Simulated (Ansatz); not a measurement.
BaS in the CsCl-type structure, relaxed with r2SCAN: 6 runs in the PAW code Ansatz, each a calculation of independent-particle optics. Space group Pm-3m (No. 221), cubic; conventional cell a = 3.834 Å, 28.17 Å³ an atom. Ba is surrounded by 8 S at 3.32 Å; S is surrounded by 8 Ba at 3.32 Å. The cell comes from a prototype generator: it can be a known phase or a hypothetical one. Spin polarisation is off.

```
Ba S
1.0
     3.83376    0.00000    0.00000
     0.00000    3.83376    0.00000
     0.00000    0.00000    3.83376
Ba S
1 1
Direct
  0.00000 0.00000 0.00000
  0.50000 0.50000 0.50000
```

On meshes this coarse, single peaks can be features of the mesh. No local fields, no excitons; the zone sum runs over the cells of the mesh, and ε∞ includes the bands left out of the spectrum. Up to four peaks are listed, those above 15 % of the tallest and inside the complete range; the four can differ from row to row. Rows marked drawn have settings drawn at random (some not listed).

| functional | k mesh | broadening (eV) | scissors (eV) | range (eV) | settings | direct gap on the mesh before scissors (eV) | ε∞ xx | ε∞ yy | ε∞ zz | complete up to (eV) | tallest peaks of mean ε₂ (eV) |
| --- | --- | --- | --- | --- | --- | --- | --- | --- | --- | --- | --- |
| PBE | 6×6×6 | 0.1 | 0.00 | 0–13 | chosen | 1.64 | 6.63 | 6.63 | 6.63 | 13.0 | 5.00 5.50 6.00 6.55 |
| r2SCAN | 6×6×6 | 0.1 | 0.00 | 0–13 | chosen | 2.00 | 5.78 | 5.78 | 5.78 | 13.0 | 4.50 5.50 6.10 7.10 |
| PBE | 4×4×4 | 0.4 | 0.00 | 0–15 | drawn | 1.63 | 6.68 | 6.68 | 6.68 | 15.0 | 5.20 11.60 14.60 |
| PBE | 6×6×6 | 0.15 | 0.00 | 2–15 | drawn | 1.64 | 6.65 | 6.65 | 6.65 | 15.0 | 5.20 6.40 11.60 14.60 |

Question: Estimate from these rows what the further settings give.
```
functional  k mesh  broadening (eV)    scissors (eV)  range (eV)  settings
       PBE   6×6×6              0.1  0.91 (to HSE06)        0–13    chosen
       PBE   4×4×4             0.15             0.60         2–6     drawn
```

Answer:
```tsv
functional	k mesh	broadening (eV)	scissors (eV)	range (eV)	settings	direct gap on the mesh before scissors (eV)	ε∞ xx	ε∞ yy	ε∞ zz	complete up to (eV)	tallest peaks of mean ε₂ (eV)
PBE	6×6×6	0.1	0.91 (to HSE06)	0–13	chosen	1.64	5.81	5.81	5.81	13.0	5.95 6.45 6.90 7.50
PBE	4×4×4	0.15	0.60	2–6	drawn	1.63	6.10	6.10	6.10	6.0	5.80
```

The fundamental gap is indirect (1.56 eV with PBE on 6×6×6); the table holds the direct one. The two differ by only 0.07 eV.

Spin-orbit coupling is left out.
